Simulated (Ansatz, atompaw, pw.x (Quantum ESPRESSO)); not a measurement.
**What a changed setting does to a pw.x run (bcc Zr)**

Potential: PAW, atompaw 4.2.0.5, PBE; core [Ar] 3d10, reference 4s2 4p6 4d3 5s1 5p0; waves: 4s (bound): rc 2.25 bohr; 5s (bound): rc 2.65 bohr; 4p (bound): rc 1.70 bohr; 5p (bound, empty): rc 2.65 bohr; 4d (bound): rc 2.65 bohr; 4d channel at 0.3 Ry: rc 1.85 bohr; local part: ultrasoft scheme with l = 3 at 0.5 Ry, radius 2.65 bohr; core correction: smooth core density matched at 1.36 bohr; augmentation: besselshape compensation charge, radius 2.40 bohr; PAW radius 2.65 bohr; waves and projectors: custom polynom gramschmidtortho.

The reference run (k-mesh 13³, cutoffs 50/500 Ry, Fermi–Dirac 0.01 Ry, mixing_beta 0.4, conv_thr 1e-9, no spin) gives -0.77 GPa at 23.074 Å³/atom, where all-electron LAPW gives -0.34 GPa. This run, with its own iteration cap, changes k-mesh points per axis to 1, a wrong or extreme entry chosen on purpose.

```
&control
  calculation='scf', prefix='x', pseudo_dir='./', outdir='./tmp', tstress=.true., disk_io='none'
/
&system
  ibrav=0, nat=1, ntyp=1, ecutwfc=50, ecutrho=500, nbnd=14,
  occupations='smearing', smearing='fd', degauss=0.01
/
&electrons
  conv_thr=1e-09, mixing_beta=0.4, electron_maxstep=70
/
ATOMIC_SPECIES
Zr 1.0 Zr.UPF
CELL_PARAMETERS angstrom
  -1.79344322 1.79344322 1.79344322
  1.79344322 -1.79344322 1.79344322
  1.79344322 1.79344322 -1.79344322
ATOMIC_POSITIONS crystal
Zr 0.0000 0.0000 0.0000
K_POINTS automatic
1 1 1 0 0 0
```

```bash
pw.x < Zr.scf.in > Zr.scf.out
```

How does the run end?

It converges in 9 iterations; the free energy moves by -749.1 meV/atom and the pressure by +66.92 GPa. The result is not a property of the crystal.

```
Message from routine setup:
     using ibrav=0 with symmetry is DISCOURAGED, use correct ibrav instead
     lattice parameter (alat)  =       5.8701  a.u.
     unit-cell volume          =     155.7111 (a.u.)^3
     number of electrons       =        12.00
     number of Kohn-Sham states=           14
     kinetic-energy cutoff     =      50.0000  Ry
     charge density cutoff     =     500.0000  Ry
     scf convergence threshold =      1.0E-09
     Exchange-correlation= SLA PW PBX PBC
     number of k points=     1  Fermi-Dirac smearing, width (Ry)=  0.0100
     iteration #  1     ecut=    50.00 Ry     beta= 0.40
     total energy              =    -307.26693846 Ry
     estimated scf accuracy    <       0.02332997 Ry
     iteration #  2     ecut=    50.00 Ry     beta= 0.40
     total energy              =    -307.26760229 Ry
     estimated scf accuracy    <       0.00828735 Ry
     iteration #  3     ecut=    50.00 Ry     beta= 0.40
     total energy              =    -307.26779828 Ry
     estimated scf accuracy    <       0.00007723 Ry
     [... 3 iterations left out ...]
     iteration #  7     ecut=    50.00 Ry     beta= 0.40
     total energy              =    -307.26784806 Ry
     estimated scf accuracy    <       0.00000002 Ry
     iteration #  8     ecut=    50.00 Ry     beta= 0.40
     total energy              =    -307.26784808 Ry
     estimated scf accuracy    <          6.8E-09 Ry
     iteration #  9     ecut=    50.00 Ry     beta= 0.40
     the Fermi energy is    15.1814 ev
!    total energy              =    -307.26784808 Ry
     estimated scf accuracy    <          1.7E-10 Ry
     smearing contrib. (-TS)   =      -0.03819085 Ry
     The total energy is F=E-TS. E is the sum of the following terms:
     one-electron contribution =     -15.76457824 Ry
     hartree contribution      =      15.79770943 Ry
     xc contribution           =     -12.92360369 Ry
     ewald contribution        =     -77.31360309 Ry
     one-center paw contrib.   =    -217.02558162 Ry
     convergence has been achieved in   9 iterations
          total   stress  (Ry/bohr**3)                   (kbar)     P=      661.53
     Message from routine punch:
     Nothing written, as per user request (disk_io='none')
```

The run took about 5.2 s on one core of a shared host (AMD EPYC 9R45 96-Core Processor, 96 threads, 376 GiB, load 56).
